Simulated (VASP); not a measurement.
Runs of VASP 6.6.1 on HfO2. Symmetry: Fm-3m, No. 225, cubic system. Conventional cell: a = 5.115 Å, b = 5.115 Å, c = 5.115 Å, α = 90.00°, β = 90.00°, γ = 90.00°. Hf (site symmetry m-3m) has 8 O at 2.21 Å as nearest neighbours. O (site symmetry -43m) is surrounded by 4 Hf at 2.21 Å. Measurements of this composition are mostly on another form, of space group No. 14.

| task | level | potentials or basis | spin | U | cell | k mesh | cutoff (eV) | smearing | optimiser | LDAUTYPE | hund's J | gap on the mesh (eV) | pressure (GPa) |
| --- | --- | --- | --- | --- | --- | --- | --- | --- | --- | --- | --- | --- | --- |
| single point | PBE | VASP PAW PBE potentials, release 64 (Hf, O) | off | - | as given | 9 × 9 × 9 | 500 | gaussian 0.02 eV | - | - | - | 3.78 | -7.6 |
| relaxation of cell and atoms | PBEsol+D3(BJ)+U | VASP PAW PBE potentials, release 64 (Hf_sv_GW, O_GW) | off | Hf d U = 6.2 eV | relaxed from: volume scaled by 0.92 | 9 × 9 × 9 | 680 | fermi-dirac 0.02 eV | BFGS | - | - | 4.37 | 0.1 |
| density of states | r2SCAN+D4+U | VASP PAW PBE potentials, release 64 (Hf_pv, O) | off | Hf d U = 4.5 eV, J = 0.5 eV | as given | 9 × 9 × 9 | 520 | gaussian 0.1 eV | - | 2 | 0.5 | 4.86 | (a) |
| band structure | PW91+D4 | VASP PAW PBE potentials, release 64 (Hf, O) | SOC, no magnetisation | - | as given | 7 × 7 × 7 | 500 | fermi-dirac 0.02 eV | - | - | - | - | (b) |

Question: Estimate the missing entries.

Answer: (a) -2.5; (b) -10.1.

Caveats: spin-orbit coupling is left out, which moves the levels of the heavy elements (some runs); an odd mesh through Γ misses points on the zone boundary, where band edges often lie (some runs); the PAW data sets were made with another functional, which shifts forces and pressure a little (some runs).

A k mesh can miss the band edges, and rows without SOC leave out spin-orbit coupling on Hf.

The runs don't all hold the same shells in valence.
